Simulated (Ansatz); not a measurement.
HgSe: the change of pressure and energy less free atoms with volume scale

Periodic Kohn-Sham DFT of a crystal at fixed atoms, scaled to volume_scale times the given cell; pressure positive in compression, energy less spherical unpolarised free atoms, largest_vzz the field gradient of largest size among the nuclei. The results are calculated, by Ansatz 0.2.0.

The cell before it is scaled or strained (space group F-43m, No. 216):
```
CELL_PARAMETERS angstrom
0.00000 3.13080 3.13080
3.13080 0.00000 3.13080
3.13080 3.13080 0.00000
ATOMIC_POSITIONS crystal
Hg 0.00000 0.00000 0.00000
Se 0.25000 0.25000 0.25000
```

Settings of every row: method all-electron LAPW; functional PBE; relativity scalar; k mesh 11x11x11; filling fermi-dirac; smearing width 0.03 eV; basis error target 1 meV/atom; nucleus gaussian.

Atom start moment: 0 on all atoms.

Limits: no spin-orbit coupling on heavy atoms; the cell comes from a prototype or a list of computed structures and needn't be the stable phase.

| row | volume scale | V (Å³/atom) | pressure (GPa) | energy less free atoms (eV/atom) |
| --- | --- | --- | --- | --- |
| 1 | 0.96 | 29.46 | 1.889 | -2.0442 |
| 2 | 0.98 | 30.074 | 0.87 | -2.0495 |
| 3 | 1 | 30.687 | ? | ? |
| 4 | 1.02 | 31.302 | -0.833 | -2.0493 |
| 5 | 1.04 | 31.915 | -1.54 | -2.0447 |

Question: what pressure and energy less free atoms should row 3 give?

Worked fit of pressure. Take u = (V_r/V)^(2/3) − 1 with V_r = 30.688 Å³ an atom, which is twice the finite (Eulerian) strain; such expansions in the strain, on which the Birch-Murnaghan equation of state is built, carry the rest volume and the bulk modulus. The shown rows have u = 0.0276, 0.01356, -0.01312, -0.0258. Least squares give pressure = −0.033 + 63.816 × u + 210.3 × u² GPa; a straight line predicts inner rows, each left out in turn, worse (root mean square 0.087 against 0.0026 GPa). The rows lie off it by 0.000, -0.001, 0.001, -0.001. The pressure vanishes at u = 0.0005, or V = 30.66 Å³ an atom, and there the bulk modulus at fixed shape and fractions is B = −V dP/dV = (2/3)(1 + u) dP/du = 42.7 GPa. The withheld row has u = 2e-05, so the fit gives −0.033 + 63.816 × (2e-05) + 210.3 × (2e-05)² = -0.032 GPa.

The calculation gave -0.033 GPa. The fit lies 0.001 GPa (3 % of the value, 0.029 % of the column's range) above it, one unit of the last digit.

Worked fit of energy less free atoms. Take u = (V_r/V)^(2/3) − 1 with V_r = 30.688 Å³ an atom, which is twice the finite (Eulerian) strain; such expansions in the strain, on which the Birch-Murnaghan equation of state is built, carry the rest volume and the bulk modulus. The shown rows have u = 0.0276, 0.01356, -0.01312, -0.0258. Least squares give energy less free atoms = −2.05105 − 0.0082 × u + 9.26 × u² eV/atom; a straight line predicts inner rows, each left out in turn, worse (root mean square 0.0038 against 0.00011 eV/atom). All shown rows lie on it to the printed digit. The withheld row has u = 2e-05, so the fit gives −2.05105 − 0.0082 × (2e-05) + 9.26 × (2e-05)² = -2.0511 eV/atom.

The calculation gave -2.051 eV/atom. The fit lies 0.0001 eV/atom (1.5 % of the column's range) below it, one unit of the last digit.
